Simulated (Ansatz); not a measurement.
# P on Pd(111): change of the work function, part 2 of 2

How does P on the fcc site change the work function of Pd(111) as the layer fills?

Ansatz 0.2.0; plane-wave DFT, PBE, Ansatz PAW.

So far, work function, upper face (eV): step 2 (the clean slab) 5.27; step 3 (37 atoms, coverage 0.111 ML, cell 3x3) 5.19; step 4 (17 atoms, coverage 0.25 ML, cell 2x2) 5.08.

### Step 5. The covered slab, k-mesh 6×6×1, coverage 0.5 ML

System of this step: PPd8 (P/Pd(111)). The cell holds 18 atoms: 16 Pd and 2 P. Its edges and angles: a = 5.501 Å, b = 5.501 Å, c = 26.818 Å, α = 90.0°, β = 90.0°, γ = 60.0°. Vacuum lies along c.

input.yaml reads:

```yaml
crystal:
  lattice:
    - [5.5012907577, 0.0, 0.0]
    - [2.7506453788, 4.7642575497, 0.0]
    - [0.0, 0.0, 26.8179875262]
  atoms:
    - { symbol: Pd, position: [0.0, 0.0, 0.3355956517] }
    - { symbol: Pd, position: [0.1666666667, 0.1666666667, 0.4193414042] }
    - { symbol: Pd, position: [0.3333333333, 0.3333333333, 0.5048807176] }
    - { symbol: Pd, position: [0.0, 0.0, 0.5907833437] }
    - { symbol: Pd, position: [0.0, 0.5, 0.3355956517] }
    - { symbol: Pd, position: [0.1666666667, 0.6666666667, 0.4193414042] }
    - { symbol: Pd, position: [0.3333333333, 0.8333333333, 0.5048807176] }
    - { symbol: Pd, position: [0.0, 0.5, 0.5907833437] }
    - { symbol: Pd, position: [0.5, 0.0, 0.3355956517] }
    - { symbol: Pd, position: [0.6666666667, 0.1666666667, 0.4193414042] }
    - { symbol: Pd, position: [0.8333333333, 0.3333333333, 0.5048807176] }
    - { symbol: Pd, position: [0.5, 0.0, 0.5907833437] }
    - { symbol: Pd, position: [0.5, 0.5, 0.3355956517] }
    - { symbol: Pd, position: [0.6666666667, 0.6666666667, 0.4193414042] }
    - { symbol: Pd, position: [0.8333333333, 0.8333333333, 0.5048807176] }
    - { symbol: Pd, position: [0.5, 0.5, 0.5907833437] }
    - { symbol: P, position: [0.1666666667, 0.1666666667, 0.6644043483] }
    - { symbol: P, position: [0.6666666667, 0.1666666667, 0.6644043483] }
kpoints:
  mp_grid: { grid: [6, 6, 1] }
hamiltonian:
  xc: pbe
scf:
  occupations: { method: fermi_dirac, width: 0.1 }
  convergence: { dr2_threshold: 1.0e-08 }
efield:
  axis: 3
  dipole_correction: true
  ramp_position: 0.97
  ramp_width: 0.06
relax:
  f_tol: 0.02
  max_steps: 60
  constraints: [{ sites: [0, 1, 4, 5, 8, 9, 12, 13] }]
output:
  dos: { projected: true, e_range: [-8, 4] }
  write_potential: true
  write_density: true
  volumetric_format: npy
  elf: true
```

Command:

```bash
$ ansatz run input.yaml --threads 4 --pin off --max-ram 16384MiB --backend cpu --events-out ev --progress --plain --runs-dir out
```

Run time: 4.8 min. Hardware: 4 threads of Arm Neoverse V1, shared host; peak memory 3.4 GiB.

The steps of the relaxation:

```csv
step,energy less that of the first step (eV),largest force component (eV/Å)
1,0.0000,2.1773
2,-0.8030,0.8682
3,-0.8681,0.4517
4,-0.8910,0.0347
5,-0.8910,0.0139
```

The run keeps the 4 symmetry operations that it works with, so distortions that break them were not tested.

The atoms that moved most (Å):

```csv
atom,dx,dy,dz,length
P18,0.000,0.077,-0.236,0.248
P17,0.000,0.077,-0.236,0.248
Pd12,0.000,-0.081,0.098,0.128
Pd4,0.000,-0.081,0.098,0.128
Pd16,0.000,-0.028,0.056,0.062
Pd8,0.000,-0.028,0.056,0.062
Pd15,0.000,-0.009,0.035,0.036
Pd7,0.000,-0.009,0.035,0.036
```

The relaxed structure:

```xyz
18
Lattice="5.5013 0.0000 0.0000 2.7506 4.7643 0.0000 0.0000 0.0000 26.8180" Properties=species:S:1:pos:R:3
Pd    0.0000    0.0000    9.0000
Pd    1.3753    0.7940   11.2459
Pd    2.7506    1.5765   13.5492
Pd    0.0000   -0.0810   15.9421
Pd    1.3753    2.3821    9.0000
Pd    2.7506    3.1762   11.2459
Pd    4.1260    3.9613   13.5752
Pd    1.3753    2.3541   15.8991
Pd    2.7506    0.0000    9.0000
Pd    4.1260    0.7940   11.2459
Pd    5.5013    1.5765   13.5492
Pd    2.7506   -0.0810   15.9421
Pd    4.1260    2.3821    9.0000
Pd    5.5013    3.1762   11.2459
Pd    6.8766    3.9613   13.5752
Pd    4.1260    2.3541   15.8991
P     1.3753    0.8706   17.5820
P     4.1260    0.8706   17.5820
```

The relaxation took 5 steps and lowered the energy by 0.89 eV; the largest force on the free atoms ends at 0.014 eV/Å.

The covered face has 5.07 eV, -0.20 eV against the clean one; the bare back face has moved by -0.02 eV, a measure of how thin the slab is.

### Step 6. Adsorbate added, k-mesh 12×12×1, coverage 1 ML

System of this step: PPd4 (P/Pd(111)). The cell holds 5 atoms: 4 Pd and 1 P. Its edges and angles: a = 2.751 Å, b = 2.751 Å, c = 26.818 Å, α = 90.0°, β = 90.0°, γ = 60.0°. Vacuum lies along c.

input.yaml, the sections that differ from step 5:

```yaml
crystal:
  lattice:
    - [2.7506453788, 0.0, 0.0]
    - [1.3753226894, 2.3821287749, 0.0]
    - [0.0, 0.0, 26.8179875262]
  atoms:
    - { symbol: Pd, position: [0.0, 0.0, 0.3355956517] }
    - { symbol: Pd, position: [0.3333333333, 0.3333333333, 0.4193414042] }
    - { symbol: Pd, position: [0.6666666667, 0.6666666667, 0.5048807176] }
    - { symbol: Pd, position: [0.0, 0.0, 0.5907833437] }
    - { symbol: P, position: [0.3333333333, 0.3333333333, 0.6644043483] }
kpoints:
  mp_grid: { grid: [12, 12, 1] }
relax:
  f_tol: 0.02
  max_steps: 60
  constraints: [{ sites: [0, 1] }]
output:
  write_potential: true
  write_density: true
  volumetric_format: npy
# hamiltonian, scf, efield: as in step 5
```

The job ended after 17 s (4 threads; peak memory 0.51 GiB).

The steps of the relaxation:

```csv
step,energy less that of the first step (eV),largest force component (eV/Å)
1,0.0000,0.9154
2,-0.0409,0.3263
3,-0.0492,0.0871
4,-0.0499,0.0034
```

The run keeps the 6 symmetry operations that it works with, so distortions that break them were not tested.

The atoms that moved most (Å):

```csv
atom,dx,dy,dz,length
Pd4,0.000,0.000,0.094,0.094
Pd3,0.000,0.000,0.025,0.025
P5,0.000,0.000,-0.019,0.019
```

The relaxed structure:

```
Pd P
1.0
     2.75065    0.00000    0.00000
     1.37532    2.38213    0.00000
     0.00000    0.00000   26.81799
Pd P
4 1
Direct
  0.00000 0.00000 0.33560
  0.33333 0.33333 0.41934
  0.66667 0.66667 0.50580
  0.00000 0.00000 0.59429
  0.33333 0.33333 0.66369
```

The relaxation took 4 steps and lowered the energy by 0.050 eV; the largest force on the free atoms ends at 0.0034 eV/Å.

The covered face has 4.95 eV, -0.32 eV against the clean one; the bare back face has moved by +0.03 eV, a measure of how thin the slab is.

### Step 7. Work function against coverage

This step: plane-wave DFT, PBE, Ansatz PAW; work function against coverage (Ansatz 0.2.0).

The runs are now put side by side.

Numbers from this step:

| Property | Result |
| --- | --- |
| work function of the clean face | 5.268 eV |
| largest change of the work function | -0.3171 eV |

Table of work function of the covered face by coverage:

```csv
coverage (adsorbates/nm²),work function of the covered face (eV)
0.00,5.27
1.70,5.19
3.82,5.08
7.63,5.07
15.26,4.95
```

The dipole per adsorbate comes from the change of the cell's dipole. Coverage, by row:

```csv
coverage (1/nm²),coverage (ML),work function (eV),change (eV),"dipole per adsorbate, positive end outwards (debye)",mean height of the added atoms over the highest substrate atom (Å)
1.696,0.1111,5.19,-0.07782,0.103,1.502
3.815,0.25,5.084,-0.1842,0.118,1.535
7.631,0.5,5.068,-0.2001,0.064,1.64
15.26,1,4.951,-0.3171,0.061,1.861
```

### Step 8. Summary of results

| Item | Value |
| --- | --- |
| work function of the clean face | 5.27 eV |
| work function at 0.11 ML | 5.19 eV |
| work function at 0.25 ML | 5.08 eV |
| work function at 0.5 ML | 5.07 eV |
| work function at 1 ML | 4.95 eV |
| dipole per adsorbate at 0.11 ML, positive end outwards | 0.10 D |

**Reading.** At the lowest coverage P changes the work function of Pd(111) by under 0.15 eV, within the error of so thin a slab; the largest change, -0.32 eV, comes at higher coverage. The slab has 4 layers, at the tabulated experimental lattice constant, one starting site was run, and quantum-size effects of a slab this thin can reach one or two tenths of an eV.

[Logs are printed without paths, hosts, clocks, repeated set-up lines and the standing remarks that a program may print on its own settings, such as how far it seeks lower states.]

[Hosts, paths, dates, database ids (printed as entryN), source tags and the programs' standing remarks are cut or masked in the printed files.]

[Maps of the electrostatic potential energy from Ansatz leave out the sawtooth potential of an applied field or a dipole correction, so their vacuum need not be flat; planar profiles and work functions include it.]
